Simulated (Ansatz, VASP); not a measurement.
## ZnH: VASP beside Ansatz

File INCAR:

```
SYSTEM = ZnH
  PREC = Accurate
  ENCUT = 520
  EDIFF = 1E-6
  ISMEAR = -1
  SIGMA = 0.05
  LREAL = .FALSE.
  LASPH = .TRUE.
  NELM = 100
  ALGO = Normal
  ISIF = 2
  LWAVE = .FALSE.
  LCHARG = .FALSE.
  GGA = PE
  NBANDS = 14
```

KPOINTS

```
regular mesh
0
G
  10 10 10
  0 0 0
```

The input POSCAR:

```
ZnH
1.0
    0.0000000000      2.2159400000      2.2159400000
    2.2159400000      0.0000000000      2.2159400000
    2.2159400000      2.2159400000      0.0000000000
Zn H
1 1
Direct
    0.0000000000      0.0000000000      0.0000000000
    0.2500000000      0.2500000000      0.2500000000
```

Contents of KPOINTS_OPT:

```
path GXWKGLUWLK,UX
20
line-mode
reciprocal
 0.0000000000  0.0000000000  0.0000000000  G
 0.5000000000  0.0000000000  0.5000000000  X

 0.5000000000  0.0000000000  0.5000000000  X
 0.5000000000  0.2500000000  0.7500000000  W

 0.5000000000  0.2500000000  0.7500000000  W
 0.3750000000  0.3750000000  0.7500000000  K

 0.3750000000  0.3750000000  0.7500000000  K
 0.0000000000  0.0000000000  0.0000000000  G

 0.0000000000  0.0000000000  0.0000000000  G
 0.5000000000  0.5000000000  0.5000000000  L

 0.5000000000  0.5000000000  0.5000000000  L
 0.6250000000  0.2500000000  0.6250000000  U

 0.6250000000  0.2500000000  0.6250000000  U
 0.5000000000  0.2500000000  0.7500000000  W

 0.5000000000  0.2500000000  0.7500000000  W
 0.5000000000  0.5000000000  0.5000000000  L

 0.5000000000  0.5000000000  0.5000000000  L
 0.3750000000  0.3750000000  0.7500000000  K

 0.6250000000  0.2500000000  0.6250000000  U
 0.5000000000  0.0000000000  0.5000000000  X
```

Contents of input.yaml:

```yaml
crystal:
  lattice:
    - [0.0, 2.21594, 2.21594]
    - [2.21594, 0.0, 2.21594]
    - [2.21594, 2.21594, 0.0]
  atoms:
    - { symbol: Zn, position: [0.0, 0.0, 0.0] }
    - { symbol: H, position: [0.25, 0.25, 0.25] }
hamiltonian:
  xc: pbe
  pseudopotentials: { kind: paw }
kpoints:
  mp_grid: { grid: [10, 10, 10] }
  band_path:
    path:
      - [[0.0, 0.0, 0.0], [0.5, 0.0, 0.5], [0.5, 0.25, 0.75], [0.375, 0.375, 0.75], [0.0, 0.0, 0.0], [0.5, 0.5, 0.5], [0.625, 0.25, 0.625], [0.5, 0.25, 0.75], [0.5, 0.5, 0.5], [0.375, 0.375, 0.75]]
      - [[0.625, 0.25, 0.625], [0.5, 0.0, 0.5]]
    npoints: 14
scf:
  occupations: { method: fermi_dirac, width: 0.05 }
  n_extra_bands: 6
output:
  forces: true
  stress: true
  eigenvalues: true
  fatbands: false
  write_density: true
  write_potential: true
  elf: true
  volumetric_format: npy
```

The cell was built by a generator and needn't be a form met in nature.

Alike in both runs: task band structure; functional PBE; k mesh 10 × 10 × 10; occupations fermi-dirac, width 0.05 eV; no spin polarisation.

```csv
,VASP,Ansatz
version,VASP 6.6.1,Ansatz 0.2.0
potentials or method,"VASP PAW PBE potentials, release 64 (Zn, H)",Ansatz PAW
plane-wave cutoff (eV),520,420
valence electrons in the cell,13,13
```

|  | VASP | Ansatz | Ansatz less VASP |
| --- | --- | --- | --- |
| gap on the k mesh at the Fermi level (eV) | none | none | - |
| pressure (GPa) | 0.3 | 0.2 | -0.09 |

A gap of «none» marks a metal or a gap that the smearing closes.
